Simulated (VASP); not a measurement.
# Zn in VASP: settings compared, part 2 of 2

VASP 6.6.1. The steps go on from the part before.

## Step 3: Relaxation of the atoms, PBE+MBD-FI

INCAR reads:

```
SYSTEM = Zn
ALGO = Fast
DIPOL = 0.5 0.5 0.500
EDIFF = 1E-6
EDIFFG = -0.02
ENCUT = 520
GGA = PE
IBRION = 2
IDIPOL = 3
ISIF = 2
ISMEAR = -1
IVDW = 263
LASPH = .TRUE.
LCHARG = .FALSE.
LDIPOL = .TRUE.
LREAL = .FALSE.
LWAVE = .FALSE.
NELM = 80
NSW = 60
PREC = Accurate
SIGMA = 0.05
```

KPOINTS reads:

```
k-points
0
G
  9 9 1
  0 0 0
```

POSCAR reads:

```
Zn
1.0
    2.6169740200      0.0000000000      0.0000000000
   -1.3084870100      2.2681701736      0.0000000000
    0.0000000000      0.0000000000     27.1587934876
Zn
6
Selective dynamics
Direct
    0.3393536486      0.6787072973      0.2761536518  F F F
    0.0115275509      0.0230551018      0.3651252919  F F F
    0.3508811995      0.7017623991      0.4550417640  F F F
    0.6902348482      0.3804696963      0.5449582360  T T T
    0.3624087504      0.7248175009      0.6339298761  T T T
    0.7017623991      0.4035247981      0.7238463482  T T T
```

Potentials or basis: VASP PAW PBE potentials, release 64 (Zn).

Run with:

```bash
cat potpaw_PBE.64/Zn/POTCAR > POTCAR
mpirun -np 1 vasp_std > vasp.out
```

OUTCAR:

```text
SYSTEM = Zn
   EDIFF = 1E-6
   EDIFFG = -0.02
   ENCUT = 520
   GGA = PE
   IBRION = 2
   ISIF = 2
   ISMEAR = -1
   IVDW = 263
   LASPH = .TRUE.
   LREAL = .FALSE.
   NELM = 80
   NSW = 60
   PREC = Accurate
  IVDW = 263

 ion  position               nearest neighbor table
   1  0.339  0.679  0.276-   2 2.84   2 2.86   2 2.86
   2  0.012  0.023  0.365-   1 2.84   1 2.86   1 2.86   3 2.86   3 2.86   3 2.89
   3  0.351  0.702  0.455-   4 2.86   4 2.86   2 2.86   2 2.86   4 2.89   2 2.89
   4  0.690  0.380  0.545-   5 2.84   5 2.86   5 2.86   3 2.86   3 2.86   3 2.89
   5  0.362  0.725  0.634-   4 2.84   4 2.86   4 2.86   6 2.86   6 2.86   6 2.89
   6  0.702  0.404  0.724-   5 2.86   5 2.86   5 2.89

  LATTYP: Found a base centered orthorhombic cell.
 ALAT       =     2.6169740200
 B/A-ratio  =     1.7334296453
 C/A-ratio  =    10.3779377556

  Lattice vectors:

 A1 = (   1.3084870100,  -2.2681701736,   0.0000000000)
 A2 = (   1.3084870100,   2.2681701736,   0.0000000000)
 A3 = (   0.0000000000,   0.0000000000,  27.1587934876)

Analysis of symmetry for initial positions (statically):
=====================================================================
 Subroutine PRICEL returns:
 Original cell was already a primitive cell.

 Routine SETGRP: Setting up the symmetry group for a
 base centered orthorhombic supercell.

 Subroutine GETGRP returns: Found  2 space group operations
 (whereof  2 operations were pure point group operations)
 out of a pool of  8 trial point group operations.

The static configuration has the point symmetry C_1h.

Analysis of symmetry for dynamics (positions and initial velocities):
=====================================================================
 Subroutine PRICEL returns:
 Original cell was already a primitive cell.

 Routine SETGRP: Setting up the symmetry group for a
 base centered orthorhombic supercell.

 Subroutine GETGRP returns: Found  2 space group operations
 (whereof  2 operations were pure point group operations)
 out of a pool of  8 trial point group operations.

[... 174 lines left out ...]

  Hirshfeld charges:
            ion         q(e)
   ------------------------------
      1     Zn          0.000
      2     Zn          0.003
      3     Zn         -0.003
      4     Zn         -0.003
      5     Zn          0.003
      6     Zn          0.000
[... 121 lines left out ...]
  FREE ENERGIE OF THE ION-ELECTRON SYSTEM (eV)
  ---------------------------------------------------
  free  energy   TOTEN  =        -8.6430792760 eV

  energy  without entropy=       -8.6233743686  energy(sigma->0) =       -8.63322682

 vacuum level on the upper side and lower side of the slab       (xc-potential included)        -0.025         0.005

[... ionic steps 4 to 9 ...]

--------------------------------------- Ionic step       10  -------------------------------------------

 number of electron      71.9999988 magnetization

------------------------ aborting loop because EDIFF is reached ----------------------------------------
[... 77 lines left out ...]
  FREE ENERGIE OF THE ION-ELECTRON SYSTEM (eV)
  ---------------------------------------------------
  free  energy   TOTEN  =        -8.6632158108 eV

  energy  without entropy=       -8.6473844774  energy(sigma->0) =       -8.65530014

 dipolmoment           0.000000      0.000000      0.000737 electrons x Angstroem

--------------------------------------- Ionic step       12  -------------------------------------------

 number of electron      71.9999998 magnetization

 dipolmoment           0.000000      0.000000     -0.001111 electrons x Angstroem

 Free energy of the ion-electron system (eV)
  ---------------------------------------------------
  ext. energy  EPLUGINS =         0.00000000
  ---------------------------------------------------
  free energy    TOTEN  =        -6.40143327 eV

  energy without entropy =       -6.38558719  energy(sigma->0) =       -6.39351023

 E-fermi :   0.1181     XC(G=0):  -7.0462

 val. band max:        0.0809324576   @ k =  -0.3333   0.1111   0.0000
 cond. band min:       0.1912539646   @ k =   0.1111   0.1111   0.0000
 fundamental gap:      0.1103215070
 Fermi energy:         0.1180540217

 k-point     1 :       0.0000    0.0000    0.0000
  band No.  band energies     occupation
      1     -10.5439      2.00000
      2     -10.2094      2.00000
      3      -9.4768      2.00000
      4      -9.0201      2.00000
      5      -8.8840      2.00000
      6      -8.8092      2.00000
[... 1093 lines left out ...]
     42       3.6118      0.00000
     43       4.1314      0.00000

 [... further k-points ...]

------------------------ aborting loop because EDIFF is reached ----------------------------------------

 vacuum level on the upper side and lower side of the slab       (xc-potential included)        -0.166        -0.100

  Tkatchenko/Scheffler method for vdW energy calculation

  Edisp (eV):   -2.26559

  FORCE on cell =-STRESS in cart. coord.  units (eV):
  Direction    XX          YY          ZZ          XY          YZ          ZX
  --------------------------------------------------------------------------------------
  -------------------------------------------------------------------------------------
  Total      -2.47080    -2.54042     0.64369     0.00000    -0.08360     0.00000
  in kB     -24.55628   -25.24822     6.39736     0.00000    -0.83090     0.00000
  external pressure =      -14.47 kB  Pullay stress =        0.00 kB
[... 21 lines left out ...]
  FREE ENERGIE OF THE ION-ELECTRON SYSTEM (eV)
  ---------------------------------------------------
  free  energy   TOTEN  =        -8.6670210435 eV

  energy  without entropy=       -8.6511749561  energy(sigma->0) =       -8.65909800

 reached required accuracy - stopping structural energy minimisation

 vacuum level on the upper side and lower side of the slab         4.059         4.095
```

CONTCAR:

```text
Zn
   1.00000000000000
     2.6169740199999998    0.0000000000000000    0.0000000000000000
    -1.3084870099999999    2.2681701736000002    0.0000000000000000
     0.0000000000000000    0.0000000000000000   27.1587934876000006
  Zn
     6
Selective dynamics
Direct
     0.3393536486000031    0.6787072973000008    0.2761536518000014   F   F   F
     0.0115275508999986    0.0230551017999971    0.3651252919000001   F   F   F
     0.3508811995000016    0.7017623990999979    0.4550417640000006   F   F   F
     0.6922060921575498    0.3844121842150977    0.5523321000820670   T   T   T
     0.3595124242815709    0.7190248486631436    0.6446756282865530   T   T   T
     0.6907696921240712    0.3815393841481481    0.7362961375306655   T   T   T

  0.00000000E+00  0.00000000E+00  0.00000000E+00
  0.00000000E+00  0.00000000E+00  0.00000000E+00
  0.00000000E+00  0.00000000E+00  0.00000000E+00
  0.00000000E+00  0.00000000E+00  0.00000000E+00
  0.00000000E+00  0.00000000E+00  0.00000000E+00
  0.00000000E+00  0.00000000E+00  0.00000000E+00
```

Wall time 16 min (1 thread of Intel Xeon 6975P-C (Granite Rapids), shared host); peak memory 0.36 GiB.

What came out:

```yaml
Free_energy: -8.6670 eV
Energy_gained_by_relaxing: 4.4 meV/atom
Ionic_steps: 12
Band_gap_on_the_k_mesh: none (metal or under the smearing width)
Dispersion_energy_per_atom: -0.378 eV
```

The path:
| step | energy change (eV) | largest force (eV/Å) | pressure (GPa) |
| --- | --- | --- | --- |
| 1 | 0.0000 | 0.1251 | -0.69 |
| 2 | -0.0004 | 0.1239 | -0.68 |
| 3 | -0.0027 | 0.1232 | -0.73 |
| 4 | -0.0057 | 0.1213 | -0.80 |
| 5 | -0.0099 | 0.1713 | -0.91 |
| 6 | -0.0096 | 0.3039 | -1.10 |
| 7 | -0.0114 | 0.2262 | -1.00 |
| 8 | -0.0121 | 0.2214 | -1.03 |
| 9 | -0.0140 | 0.2028 | -1.05 |
| 10 | -0.0174 | 0.1730 | -1.11 |
| 11 | -0.0228 | 0.1150 | -1.26 |
| 12 | -0.0266 | 0.1195 | -1.45 |

Final structure:
```yaml
crystal:
  lattice:
    - [2.61697, 0.00000, 0.00000]
    - [-1.30849, 2.26817, 0.00000]
    - [0.00000, 0.00000, 27.15879]
  atoms:
    - { symbol: Zn, position: [0.33935, 0.67871, 0.27615] }
    - { symbol: Zn, position: [0.01153, 0.02306, 0.36513] }
    - { symbol: Zn, position: [0.35088, 0.70176, 0.45504] }
    - { symbol: Zn, position: [0.69221, 0.38441, 0.55233] }
    - { symbol: Zn, position: [0.35951, 0.71903, 0.64468] }
    - { symbol: Zn, position: [0.69077, 0.38154, 0.73630] }
```

Levels at points of the mesh, in eV from the Fermi level:
```csv
k point,band 32,band 33,band 34,band 35,band 36,band 37,band 38,band 39,band 40,band 41
"(0.00, 0.00, 0.00)",-7.21,-7.17,-7.17,-6.18,-4.64,-3.14,-1.11,1.20,2.92,3.65
```
